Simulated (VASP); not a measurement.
V:

```
V
1.0
    -1.51435    1.51435    1.51435
     1.51435   -1.51435    1.51435
     1.51435    1.51435   -1.51435
V
1
Direct
  0.00000 0.00000 0.00000
```

* Program: VASP 6.6.1
* Task: single point
* Functional: PBE
* Potentials or basis: VASP PAW PBE potentials, release 64 (V_sv)
* Cutoff: 520 eV
* k mesh: 12 × 12 × 12
* Occupations: fermi-dirac, width 0.05 eV
* Spin: collinear spin, ferromagnetic start
* Starting moments: [2.0] μB

On this cell: pressure -5.2 GPa; net moment 0.00 μB per cell; band gap on the k mesh none (metal or under the smearing width).

The same run follows on a disturbed copy (cell strained at random at fixed volume):

```
V
1.0
    -1.51699    1.52013    1.57756
     1.49873   -1.47807    1.51724
     1.50658    1.46766   -1.53549
V
1
Cartesian
  -0.0105 0.0071 0.0249
```

Question: What changes?

Answer: The energy (extrapolated to zero smearing) moves by +3.9 meV/atom; pressure -5.1 GPa; net moment 0.00 μB per cell; band gap on the k mesh none (metal or under the smearing width).

Stress tensor (GPa, compression positive):
```
-4.35  0.02  0.34
 0.02 -3.95 -0.42
 0.34 -0.42 -7.08
```
